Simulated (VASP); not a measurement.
A run of VASP 6.6.1:

INCAR

```
SYSTEM = ZrC
ALGO = Normal ; EDIFF = 1E-8
ENCUT = 520 ; GGA = PS
ISIF = 2 ; ISMEAR = 0
LASPH = .True. ; LCHARG = .False.
LEFG = .True. ; LREAL = .False.
LWAVE = .False. ; NELM = 80
PREC = Accurate ; SIGMA = 0.02
```

File KPOINTS:

```
k-points
0
Gamma
  10 10 10
  0 0 0
```

The input POSCAR:

```
ZrC
1.0
    0.0000000000      2.3650000000      2.3650000000
    2.3650000000      0.0000000000      2.3650000000
    2.3650000000      2.3650000000      0.0000000000
Zr C
1 1
Direct
    0.5000000000      0.5000000000      0.5000000000
    0.0000000000      0.0000000000      0.0000000000
```

Potentials or basis: VASP PAW PBE potentials, release 64 (Zr_sv, C).

Launch:

```bash
$ cat potpaw_PBE.64/Zr_sv/POTCAR potpaw_PBE.64/C/POTCAR > POTCAR
$ mpirun -np 1 vasp_std > vasp.out
```

Hardware: 1 thread of Intel(R) Xeon(R) Platinum 8375C CPU @ 2.90GHz (Ice Lake) (shared host).

Estimate the wall time of this run.

Run time: 22 s on 1 thread of Intel(R) Xeon(R) Platinum 8375C CPU @ 2.90GHz (Ice Lake), on a shared host, peak memory 0.16 GiB. Counts: scf iterations 16, k points 47.
